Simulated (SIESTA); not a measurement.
The system is Sn.

```xyz
2
Lattice="0.0000 3.2333 3.2333 3.2333 0.0000 3.2333 3.2333 3.2333 0.0000" Properties=species:S:1:pos:R:3 pbc="T T T"
Sn    4.8500    4.8500    4.8500
Sn    3.2333    3.2333    3.2333
```

This isn't the form of Sn at room conditions, which is tetragonal (white tin).

Base run:

* Program: SIESTA 5.4.2
* Functional: vdW-DF2
* Potentials or basis: PseudoDojo 0.4 standard (PBE files)
* Basis: DZP (energy shift 0.003 Ry; two zetas on semicore shells)
* Grid cutoff: 500 Ry
* Energy shift: 0.003 Ry
* k mesh: 7 × 7 × 7
* Occupations: fermi-dirac, width 0.05 eV
* Spin: no spin polarisation

Its results: band gap on the k mesh none (metal or under the smearing width); pressure 8.4 GPa.

Task: The run is repeated on the same cell with these changes: functional from vdW-DF2 to LDA; potentials or basis from PseudoDojo 0.4 standard (PBE files) to PseudoDojo 0.4 standard (LDA files). What comes out?

Result: Band gap on the k mesh none (metal or under the smearing width); pressure 0.4 GPa.

Caveats: spin-orbit coupling is left out, which moves the levels of the heavy elements; the basis of atomic orbitals isn't converged, which shifts pressures, moduli and gaps; the potentials were made for another functional, which shifts forces and pressure (some runs).
